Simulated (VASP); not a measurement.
# SrO (Fm-3m) in VASP: a series of runs

One crystal, SrO, is run at these levels: r2SCAN; tasks: relaxation of cell and atoms, electrostatic potential.

All numbers are computed with VASP 6.6.1; they aren't measurements. Logs are shortened: lines on timing, memory, paths and dates and some standing lists are left out, and cuts for length are marked.

## 1. The crystal as given

Symmetry: Fm-3m, No. 225, cubic system. Conventional cell: a = 5.130 Å, b = 5.130 Å, c = 5.130 Å, α = 90.00°, β = 90.00°, γ = 90.00°. Sr (site symmetry m-3m) has 6 O at 2.56 Å as nearest neighbours. Around O (site symmetry m-3m) lie 6 Sr at 2.56 Å.

The cell was built by a generator and needn't be a form met in nature.

## 2. Relaxation of cell and atoms, r2SCAN

INCAR

```
SYSTEM = SrO
PREC     = Accurate       ! precision mode
ENCUT    = 600            ! plane-wave cutoff, eV
EDIFF    = 1E-7           ! SCF threshold, eV
ISMEAR   = 0              ! smearing method
SIGMA    = 0.02           ! smearing width, eV
LREAL    = .FALSE.        ! projectors in reciprocal space
LASPH    = .TRUE.         ! aspherical terms in the spheres
NELM     = 120            ! most SCF steps
ALGO     = Normal         ! electronic algorithm
ISIF     = 3              ! what is computed and relaxed
LWAVE    = .FALSE.        ! write WAVECAR
LCHARG   = .FALSE.        ! write CHGCAR
METAGGA  = R2SCAN         ! meta-GGA
LMIXTAU  = .TRUE.       
IBRION   = 2              ! ionic algorithm
NSW      = 40             ! ionic steps
EDIFFG   = -0.005         ! ionic threshold
```

KPOINTS

```
Automatic mesh
0
G
  10 10 10
  0 0 0
```

POSCAR

```
SrO
1.0
    0.0000000000      2.5650000000      2.5650000000
    2.5650000000      0.0000000000      2.5650000000
    2.5650000000      2.5650000000      0.0000000000
Sr O
1 1
Direct
    0.0000000000      0.0000000000      0.0000000000
    0.5000000000      0.5000000000      0.5000000000
```

Potentials or basis: VASP PAW PBE potentials, release 64 (Sr_sv, O).

On the command line:

```
cat potpaw_PBE.64/Sr_sv/POTCAR potpaw_PBE.64/O/POTCAR > POTCAR
mpirun -np 1 vasp_std > vasp.out
```

OUTCAR:

```text
SYSTEM = SrO
   PREC = Accurate
   ENCUT = 600
   EDIFF = 1E-7
   ISMEAR = 0
   LREAL = .FALSE.
   LASPH = .TRUE.
   NELM = 120
   ISIF = 3
   METAGGA = R2SCAN
   IBRION = 2
   NSW = 40
   EDIFFG = -0.005

 ion  position               nearest neighbor table
   1  0.000  0.000  0.000-   2 2.56   2 2.56   2 2.56   2 2.56   2 2.56   2 2.56
   2  0.500  0.500  0.500-   1 2.56   1 2.56   1 2.56   1 2.56   1 2.56   1 2.56

  LATTYP: Found a face centered cubic cell.
 ALAT       =     5.1300000000

  Lattice vectors:

 A1 = (   0.0000000000,   2.5650000000,   2.5650000000)
 A2 = (   2.5650000000,   0.0000000000,   2.5650000000)
 A3 = (   2.5650000000,   2.5650000000,   0.0000000000)

Analysis of symmetry for initial positions (statically):
=====================================================================
 Subroutine PRICEL returns:
 Original cell was already a primitive cell.

 Routine SETGRP: Setting up the symmetry group for a
 face centered cubic supercell.

 Subroutine GETGRP returns: Found 48 space group operations
 (whereof 48 operations were pure point group operations)
 out of a pool of 48 trial point group operations.

The static configuration has the point symmetry O_h .

Analysis of symmetry for dynamics (positions and initial velocities):
=====================================================================
 Subroutine PRICEL returns:
 Original cell was already a primitive cell.

 Routine SETGRP: Setting up the symmetry group for a
 face centered cubic supercell.

 Subroutine GETGRP returns: Found 48 space group operations
 (whereof 48 operations were pure point group operations)
 out of a pool of 48 trial point group operations.

The dynamic configuration has the point symmetry O_h .

 Subroutine INISYM returns: Found 48 space group operations
 (whereof 48 operations are pure point group operations),
 and found     1 'primitive' translations

----------------------------------------------------------------------------------------

                                     Primitive cell

  volume of cell :      33.7514

  direct lattice vectors                    reciprocal lattice vectors
     0.000000000  2.565000000  2.565000000    -0.194931774  0.194931774  0.194931774
     2.565000000  0.000000000  2.565000000     0.194931774 -0.194931774  0.194931774
     2.565000000  2.565000000  0.000000000     0.194931774  0.194931774 -0.194931774

  length of vectors
     3.627457787  3.627457787  3.627457787     0.337631736  0.337631736  0.337631736

  position of ions in fractional coordinates (direct lattice)
     0.000000000  0.000000000  0.000000000
     0.500000000  0.500000000  0.500000000

  ion indices of the primitive-cell ions
   primitive index   ion index
                 1           1
                 2           2

----------------------------------------------------------------------------------------

 KPOINTS: Automatic mesh

Automatic generation of k-mesh.
 Grid dimensions read from file:
 generate k-points for:   10   10   10

 Generating k-lattice:

  Cartesian coordinates                     Fractional coordinates (reciprocal lattice)
    -0.019493177  0.019493177  0.019493177     0.100000000  0.000000000  0.000000000
     0.019493177 -0.019493177  0.019493177     0.000000000  0.100000000  0.000000000
     0.019493177  0.019493177 -0.019493177     0.000000000  0.000000000  0.100000000

  Length of vectors
     0.033763174  0.033763174  0.033763174

  Shift w.r.t. Gamma in fractional coordinates (k-lattice)
     0.000000000  0.000000000  0.000000000

 Subroutine IBZKPT returns following result:
 ===========================================

 Found     47 irreducible k-points:

 Following reciprocal coordinates:
            Coordinates               Weight
  0.000000  0.000000  0.000000      1.000000
  0.100000  0.000000  0.000000      8.000000
  0.200000  0.000000  0.000000      8.000000
  0.300000  0.000000  0.000000      8.000000
  0.400000  0.000000  0.000000      8.000000
  0.500000  0.000000  0.000000      4.000000
[... 16 lines left out ...]
  0.300000  0.300000  0.000000      6.000000
  0.400000  0.300000  0.000000     24.000000
 [... further k-points ...]
   k-points           NKPTS =     47   k-points in BZ     NKDIM =     47   number of bands    NBANDS=     12
   number of dos      NEDOS =    301   number of ions     NIONS =      2
   total plane-waves  NPLWV =  27000
   dimension x,y,z NGX =    30 NGY =   30 NGZ =   30
   dimension x,y,z NGXF=    60 NGYF=   60 NGZF=   60
   ions per type =               1   1
   NGX,Y,Z   is equivalent  to a cutoff of  13.75, 13.75, 13.75 a.u.
   NGXF,Y,Z  is equivalent  to a cutoff of  27.50, 27.50, 27.50 a.u.
 SYSTEM =  SrO
   PREC   = accura    normal or accurate (medium, high low for compatibility)
   ISTART =      0    job   : 0-new  1-cont  2-samecut
   ICHARG =      2    charge: 1-file 2-atom 10-const
   ISPIN  =      1    spin polarized calculation?
   LNONCOLLINEAR =      F non collinear calculations
   LSORBIT =      F    spin-orbit coupling
   LASPH  =      T    aspherical Exc in radial PAW
   ENCUT  =  600.0 eV  44.10 Ry    6.64 a.u.   7.24  7.24  7.24*2*pi/ulx,y,z
   NELM   =    120;   NELMIN=  2; NELMDL= -5     # of ELM steps
   EDIFF  = 0.1E-06   stopping-criterion for ELM
   LREAL  =      F    real-space projection
   EDIFFG = -.5E-02   stopping-criterion for IOM
   NSW    =     40    number of steps for IOM
   IBRION =      2    ionic relax: 0-MD 1-quasi-New 2-CG
   NFREE  =      1    steps in history (QN), initial steepest desc. (CG)
   ISIF   =      3    stress and relaxation
   ISYM   =      2    0-nonsym 1-usesym 2-fastsym
   POTIM  = 0.5000    time-step for ionic-motion
   TEBEG  =    0.0;   TEEND  =   0.0 temperature during run
   PSTRESS=    0.0 pullay stress
   NELECT =      16.0000    total number of electrons
   NUPDOWN=      -1.0000    fix difference up-down
   EMIN   =  10.00;   EMAX   =-10.00  energy-range for DOS
   EFERMI =   0.00;   METHOD = LEGACY
   ISMEAR =     0;   SIGMA  =   0.02  broadening in eV -4-tet -1-fermi 0-gaus
   EFERMI_NEDOS =   21; number of points for ismear=-14 and -15
   IALGO  =     38    algorithm
   IMIX   =      4    mixing-type and parameters
     AMIX     =   0.40;   BMIX     =  1.00
     AMIX_MAG =   1.60;   BMIX_MAG =  1.00
  volume/ion in A,a.u.               =      16.88       113.88
  Fermi-wavevector in a.u.,A,eV,Ry     =   1.276490  2.412217 22.169701  1.629427
  Thomas-Fermi vector in A             =   2.409143
   LORBIT       =      0    0 simple, 1 ext, 2 COOP (PROOUT), +10 PAW based schemes
   METAGGA = R2SCAN    functional components
   LHFCALC =     F    Hartree Fock is set to
   AEXX    =    0.0000 exact exchange contribution
   IVDW    =     0    specifies the selected vdW correction
   LEPSILON=     F    determine dielectric tensor
   LRPA    =     F    only Hartree local field effects (RPA)
 conjugate gradient relaxation of ions
 non-spin polarized calculation
 Gauss-broadening in eV      SIGMA  =   0.02
  energy-cutoff  :      600.00
  volume of cell :       33.75
 maximum number of plane-waves:      1158
 NGX is ok and might be reduce to    30
   NGX = 15   NGY = 15   NGZ = 15

--------------------------------------- Ionic step        1  -------------------------------------------

 number of electron      15.9999997 magnetization

 Free energy of the ion-electron system (eV)
  ---------------------------------------------------
  ext. energy  EPLUGINS =         0.00000000
  ---------------------------------------------------
  free energy    TOTEN  =       -27.05265947 eV

  energy without entropy =      -27.05265947  energy(sigma->0) =      -27.05265947

------------------------ aborting loop because EDIFF is reached ----------------------------------------

  FORCE on cell =-STRESS in cart. coord.  units (eV):
  Direction    XX          YY          ZZ          XY          YZ          ZX
  --------------------------------------------------------------------------------------
  -------------------------------------------------------------------------------------
  Total        0.4579721      0.4579721      0.4579721      0.0000000      0.0000000      0.0000000
  in kB       21.7398963     21.7398963     21.7398963      0.0000000      0.0000000      0.0000000
  external PRESSURE =      21.7398963 kB  Pullay stress =       0.0000000 kB

 VOLUME and BASIS-vectors are now :
 -----------------------------------------------------------------------------
  energy-cutoff  :      600.00
  volume of cell :       33.75
      direct lattice vectors                 reciprocal lattice vectors
     0.000000000  2.565000000  2.565000000    -0.194931774  0.194931774  0.194931774
     2.565000000  0.000000000  2.565000000     0.194931774 -0.194931774  0.194931774
     2.565000000  2.565000000  0.000000000     0.194931774  0.194931774 -0.194931774
[... 37 lines left out ...]
 POSITION                                       TOTAL-FORCE (eV/Angst)
 -----------------------------------------------------------------------------------
      5.18667      2.59334      2.59334         0.000000      0.000000     -0.000000
      2.59334      2.59334      2.59334        -0.000000     -0.000000      0.000000
 -----------------------------------------------------------------------------------
    total drift:                                0.000000      0.000000      0.000000

  FREE ENERGIE OF THE ION-ELECTRON SYSTEM (eV)
  ---------------------------------------------------
  free  energy   TOTEN  =       -27.0565290278 eV

  energy  without entropy=      -27.0565290278  energy(sigma->0) =      -27.05652903

--------------------------------------- Ionic step        3  -------------------------------------------

 number of electron      15.9999998 magnetization

 Free energy of the ion-electron system (eV)
  ---------------------------------------------------
  ext. energy  EPLUGINS =         0.00000000
  ---------------------------------------------------
  free energy    TOTEN  =       -27.05768607 eV

  energy without entropy =      -27.05768607  energy(sigma->0) =      -27.05768607

 E-fermi :   1.4370     XC(G=0): -10.5078

 val. band max:        1.2708588836   @ k =   0.0000   0.0000   0.0000
 cond. band min:       5.0220792536   @ k =   0.5000   0.5000   0.0000
 fundamental gap:      3.7512203700
 Fermi energy:         1.4369650565

 k-point     1 :       0.0000    0.0000    0.0000
  band No.  band energies     occupation
      1     -32.2554      2.00000
      2     -14.7387      2.00000
      3     -13.2940      2.00000
      4     -13.2939      2.00000
      5     -13.2939      2.00000
      6       1.2709      2.00000
      7       1.2709      2.00000
      8       1.2709      2.00000
      9       5.8181      0.00000
     10       8.0147      0.00000
     11       8.0147      0.00000
     12       8.0147      0.00000

 k-point     2 :       0.1000    0.0000    0.0000
  band No.  band energies     occupation
      1     -32.2431      2.00000
      2     -14.9349      2.00000
      3     -13.3012      2.00000
      4     -13.3012      2.00000
      5     -13.1282      2.00000
      6       0.9869      2.00000
      7       1.1468      2.00000
      8       1.1468      2.00000
      9       6.2676      0.00000
     10       7.8980      0.00000
     11       8.2125      0.00000
     12       8.2125      0.00000
[... 316 lines left out ...]
 k-point    24 :       0.4000    0.3000    0.0000
  band No.  band energies     occupation
      1     -32.1197      2.00000
      2     -15.3325      2.00000
      3     -13.6242      2.00000
      4     -13.5535      2.00000
      5     -13.1885      2.00000
      6       0.2231      2.00000
      7       0.9693      2.00000
      8       1.0397      2.00000
      9       5.7031      0.00000
     10       9.0367      0.00000
     11      11.3297      0.00000
     12      11.5470      0.00000

 [... further k-points ...]

------------------------ aborting loop because EDIFF is reached ----------------------------------------

  FORCE on cell =-STRESS in cart. coord.  units (eV):
  Direction    XX          YY          ZZ          XY          YZ          ZX
  --------------------------------------------------------------------------------------
  -------------------------------------------------------------------------------------
  Total        0.0004618      0.0004618      0.0004618      0.0000000      0.0000000      0.0000000
  in kB        0.0214416      0.0214416      0.0214416      0.0000000      0.0000000      0.0000000
  external PRESSURE =       0.0214416 kB  Pullay stress =       0.0000000 kB

 VOLUME and BASIS-vectors are now :
 -----------------------------------------------------------------------------
  energy-cutoff  :      600.00
  volume of cell :       34.51
      direct lattice vectors                 reciprocal lattice vectors
     0.000000000  2.584020152  2.584020152    -0.193496943  0.193496943  0.193496943
     2.584020152  0.000000000  2.584020152     0.193496943 -0.193496943  0.193496943
     2.584020152  2.584020152  0.000000000     0.193496943  0.193496943 -0.193496943

 POSITION                                       TOTAL-FORCE (eV/Angst)
 -----------------------------------------------------------------------------------
      0.00000      0.00000      0.00000         0.000000      0.000000     -0.000000
      2.58402      2.58402      2.58402        -0.000000      0.000000      0.000000
 -----------------------------------------------------------------------------------
    total drift:                                0.000000      0.000000      0.000000

  FREE ENERGIE OF THE ION-ELECTRON SYSTEM (eV)
  ---------------------------------------------------
  free  energy   TOTEN  =       -27.0576860735 eV

  energy  without entropy=      -27.0576860735  energy(sigma->0) =      -27.05768607

 reached required accuracy - stopping structural energy minimisation
```

Run time: 4.2 min. Hardware: 1 thread of Intel Xeon Platinum 8488C (Sapphire Rapids), shared host; peak memory 0.19 GiB.

Results:

| Item | Value |
| --- | --- |
| Free energy | -27.0577 eV |
| Relaxed volume | 17.25 Å³/atom |
| Relaxed cell | a = 3.654 Å, b = 3.654 Å, c = 3.654 Å, α = 60.00°, β = 60.00°, γ = 60.00° |
| Space group after relaxing (to 0.05 Å) | Fm-3m (No. 225) |
| Energy gained by relaxing | 2.5 meV/atom |
| Ionic steps | 3 |
| Pressure after relaxing | 0.0 GPa |
| Band gap on the k mesh | 3.75 eV, indirect (least direct gap 3.85 eV) |

The path:
```csv
step,energy change (eV),largest force (eV/Å),pressure (GPa),volume (Å³)
1,0.0000,0.0000,2.17,33.75
2,-0.0039,0.0000,-0.98,34.88
3,-0.0050,0.0000,0.00,34.51
```

Final structure:
```yaml
crystal:
  lattice:
    - [0.00000, 2.58402, 2.58402]
    - [2.58402, 0.00000, 2.58402]
    - [2.58402, 2.58402, 0.00000]
  atoms:
    - { symbol: Sr, position: [0.00000, 0.00000, 0.00000] }
    - { symbol: O, position: [0.50000, 0.50000, 0.50000] }
```

Caveat: the PAW data sets were made with another functional, which shifts forces and pressure a little.

## 3. Electrostatic potential, r2SCAN

This run uses another cell than the first one, of 17.25 Å³/atom, 1.022 times its volume.

INCAR

```
PREC     = Accurate       # precision mode
ENCUT    = 520            # plane-wave cutoff, eV
EDIFF    = 1E-7           # SCF threshold, eV
ISMEAR   = 0              # smearing method
SIGMA    = 0.02           # smearing width, eV
LREAL    = F              # projectors in reciprocal space
LASPH    = T              # aspherical terms in the spheres
NELM     = 80             # most SCF steps
ALGO     = Normal         # electronic algorithm
ISIF     = 2              # what is computed and relaxed
LWAVE    = F              # write WAVECAR
LCHARG   = T              # write CHGCAR
METAGGA  = R2SCAN         # meta-GGA
LMIXTAU  = T            
LVHAR    = T
```

KPOINTS

```
regular mesh
0
Gamma
  10 10 10
```

POSCAR

```
SrO                                     
1.0
    0.0000000000      2.5840201519      2.5840201519
    2.5840201519      0.0000000000      2.5840201519
    2.5840201519      2.5840201519      0.0000000000
  Sr              O             
     1     1
Direct
     0.0000000000000000    0.0000000000000000    0.0000000000000000
     0.5000000000000000    0.5000000000000000    0.5000000000000000
```

Potentials or basis: VASP PAW PBE potentials, release 64 (Sr_sv, O).

On the command line:

```
cat potpaw_PBE.64/Sr_sv/POTCAR potpaw_PBE.64/O/POTCAR > POTCAR
mpirun -np 1 vasp_std > vasp.out
```

It took 87 s on 1 thread of Intel Xeon Platinum 8488C (Sapphire Rapids), shared host; peak memory 0.18 GiB.

The run converged. Its results:

* Free energy: -27.0561 eV
* Pressure: 0.1 GPa
* Band gap on the k mesh: 3.75 eV, indirect (least direct gap 3.85 eV)

Levels at points of the mesh, in eV from the valence-band top:
| k point | band 6 | band 7 | band 8 | band 9 | band 10 | band 11 |
| --- | --- | --- | --- | --- | --- | --- |
| (0.00, 0.00, 0.00) | 0.00 | 0.00 | 0.00 | 4.55 | 6.74 | 6.74 |
| (0.50, 0.00, 0.00) | -2.09 | -1.10 | -1.10 | 7.04 | 8.95 | 9.39 |
| (0.50, 0.50, 0.00) | -0.45 | -0.10 | -0.10 | 3.75 | 8.40 | 10.82 |

Caveat: the PAW data sets were made with another functional, which shifts forces and pressure a little.
